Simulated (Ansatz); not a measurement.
# SiO2: a single-point run

Wanted: a converged single-point run for SiO2, and a check of what comes out. The structure is shown as the input types it. The cell is built on a prototype (fluorite) and needn't be the phase found in nature.

Computed with Ansatz 0.2.0 (density functional or hybrid calculation with the settings of its input, plane waves (as first typed), unless a step's input says otherwise).

2 further runs of the same task are left out: 1 for a known fault of the program, 1 that didn't finish.

## Step 1: Starting point

The structure is cubic, space group Fm-3m (No. 225). Conventional cell: a = 4.528 Å, b = 4.528 Å, c = 4.528 Å, α = 90.00°, β = 90.00°, γ = 90.00°. Si (site symmetry m-3m) has 8 O at 1.96 Å as nearest neighbours. Around O (site symmetry -43m) lie 4 Si at 1.96 Å.

As a file:

```cif
data_structure
_symmetry_space_group_name_H-M 'P 1'
_symmetry_Int_Tables_number 1
_cell_length_a 3.2020
_cell_length_b 3.2020
_cell_length_c 3.2020
_cell_angle_alpha 60.000
_cell_angle_beta 60.000
_cell_angle_gamma 60.000
_cell_volume 23.21
loop_
_atom_site_label
_atom_site_type_symbol
_atom_site_fract_x
_atom_site_fract_y
_atom_site_fract_z
_atom_site_occupancy
Si1 Si 0.00000 0.00000 0.00000 1
O1 O 0.25000 0.25000 0.25000 1
O2 O 0.75000 0.75000 0.75000 1
```

## Step 2: Running it

input.yaml

```yaml
crystal:
  lattice:
    - [0.0, 2.2641691167, 2.2641691167]
    - [2.2641691167, 0.0, 2.2641691167]
    - [2.2641691167, 2.2641691167, 0.0]
  atoms:
    - { symbol: Si, position: [0.0, 0.0, 0.0] }
    - { symbol: O, position: [0.25, 0.25, 0.25] }
    - { symbol: O, position: [0.75, 0.75, 0.75] }
kpoints:
  mp_grid: { grid: [6, 6, 6] }
hamiltonian:
  xc: pbe
scf:
  occupations: { method: fixed }
  n_extra_bands: 4
  convergence: { dr2_threshold: 1.0e-20 }
  max_iter: 54
output:
  forces: true
  stress: true
  eigenvalues: true
```

Launch:

```bash
ansatz run input.yaml --threads 4 --pin off --max-ram 3686MiB --backend cpu --events-out ev --progress --plain --runs-dir out
```

What happens when this is run?

The program finished normally. Convergence says nothing about whether the input makes sense.

In the input, scf.convergence.dr2_threshold is 1.0e-20. What could go wrong: threshold needlessly tight. Once met, so tight a threshold does no harm; it costs cycles.

To check: delete scf.convergence.dr2_threshold (the default then holds).
